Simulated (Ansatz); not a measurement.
## From formation energies to a reaction energy: Be2Se3

These are results of DFT PBE, scalar-relativistic, plane waves, PAW in Ansatz, not measurements. All cells share a 420 eV cutoff and Γ-centred k meshes spaced about 0.3 Å⁻¹ or finer (0.25 for metals, 2π included). No spin polarisation.

The zero of energy is the elements' standard structures at the same level; no fitted shifts are applied.

These are static total energies at zero pressure. Weakly bound directions are ill-defined at this level, which has no dispersion term (Be2Se3 P1). The reference form of Se is held partly by dispersion forces, which this level lacks.

A trial structure of Be2Se3 (reached from: a relaxed cell, shaken at random and relaxed again; relaxed: space group P1 (No. 1), a = 3.709 Å, b = 3.773 Å, c = 17.163 Å, α = 87.5°, β = 89.8°, γ = 60.6°) has a formation energy of -0.426 eV/atom. At its composition the lowest mixture among the elements and 1 reference phase computed alike (others may be missing) consists of these:

```csv
phase,source,ΔE_f (eV/atom)
Se (solid),element,0.000
BeSe (F-43m),COD,-0.797
```

**Question.** Write the balanced decomposition and find its energy per atom, per formula unit and per mole of formula units.

**Answer.** Balancing Be and Se gives Be2Se3 → Se + 2 BeSe. The left side holds 5 atoms, and the products take 1/5 (Se) and 4/5 (BeSe) of them. The mixture therefore lies at 1/5 × (0.000) + 4/5 × (-0.797) = -0.638 eV/atom. The reaction energy is -0.638 − (-0.426) = -0.212 eV/atom. Times 5 atoms that is -1.060 eV per Be2Se3, and times 96.485 it is -102 kJ per mole of Be2Se3. Decomposition is downhill, so the trial structure is unstable against this mixture.
